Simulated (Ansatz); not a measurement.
**A decomposition energy, worked out: CdTe4**

Computed with DFT PBE, scalar-relativistic, plane waves, PAW in Ansatz 0.2.0. All cells share a 420 eV cutoff and Γ-centred k meshes spaced at most about 0.3 Å⁻¹ (about 0.25 or finer for metals, 2π included). No spin polarisation.

The zero of energy is the elements' standard structures at the same level; no fitted shifts are applied.

Temperature and zero-point effects are left out. These runs have no spin–orbit coupling, which can matter for Te. The reference form of Te is held partly by dispersion forces, which this level lacks.

A trial structure of CdTe4 (reached from: SnI4 type (P-43m); relaxed: space group P-43m (No. 215), a = 5.517 Å) has a formation energy of 0.373 eV/atom. At its composition the lowest mixture among the elements and 1 reference phase computed alike (others may be missing) consists of these:

| phase | source | ΔE_f (eV/atom) |
| --- | --- | --- |
| Te (solid) | element | 0.000 |
| CdTe (F-43m) | COD | -0.464 |

Problem. Write the balanced decomposition and find its energy per atom, per formula unit and per mole of formula units.

Solution. Balancing Cd and Te gives CdTe4 → 3 Te + CdTe. The left side holds 5 atoms, and the products take 3/5 (Te) and 2/5 (CdTe) of them. The mixture therefore lies at 3/5 × (0.000) + 2/5 × (-0.464) = -0.186 eV/atom. The reaction energy is -0.186 − (0.373) = -0.559 eV/atom. Times 5 atoms that is -2.795 eV per CdTe4, and times 96.485 it is -270 kJ per mole of CdTe4. Decomposition is downhill, so the trial structure is unstable against this mixture.
